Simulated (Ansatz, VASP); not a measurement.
# Zr: VASP beside Ansatz

Contents of INCAR:

```
SYSTEM = Zr
PREC = Accurate
ENCUT = 520
EDIFF = 1E-7
ISMEAR = -1
SIGMA = 0.1
LREAL = .False.
LASPH = .True.
NELM = 100
ALGO = Normal
ISIF = 2
LWAVE = .False.
LCHARG = .False.
GGA = PE
NBANDS = 12
```

The input KPOINTS:

```
regular mesh
0
Gamma
  14 14 14
  0 0 0
```

File POSCAR:

```
Zr
1.0
    2.1486533183      0.0000000000      0.0000000000
    0.0000000000      2.1486533183      0.0000000000
    0.0000000000      0.0000000000      2.1486533183
Zr
1
Direct
    0.0000000000      0.0000000000      0.0000000000
```

Input for Ansatz:

```yaml
crystal:
  lattice:
    - [2.1486533183, 0.0, 0.0]
    - [0.0, 2.1486533183, 0.0]
    - [0.0, 0.0, 2.1486533183]
  atoms:
    - { symbol: Zr, position: [0.0, 0.0, 0.0] }
kpoints:
  mp_grid: { grid: [14, 14, 14] }
scf:
  occupations: { method: fermi_dirac, width: 0.1 }
hamiltonian:
  xc: pbe
  pseudopotentials: { kind: nc }
output:
  forces: true
  stress: true
  eigenvalues: true
```

Change from the starting cell: volume scaled by 0.4, norm-conserving files.

Alike in both runs: task single point; functional PBE; k mesh 14 × 14 × 14; occupations fermi-dirac, width 0.1 eV; no spin polarisation.

```csv
,VASP,Ansatz
version,VASP 6.6.1,Ansatz 0.2.0
potentials or method,"VASP PAW PBE potentials, release 64 (Zr_sv)","norm-conserving pseudopotentials, scalar-relativistic"
plane-wave cutoff (eV),520,898
valence electrons in the cell,12,12
```

Ansatz gave:

- pressure (GPa): 384.6

Problem. Estimate VASP's values.

Solution. Pressure (GPa): 390.3.

Caveats: the cell as given lies far from equilibrium; so large a pressure means that the cell lies far from this level's equilibrium, or that cutoff or potentials fall short (VASP).
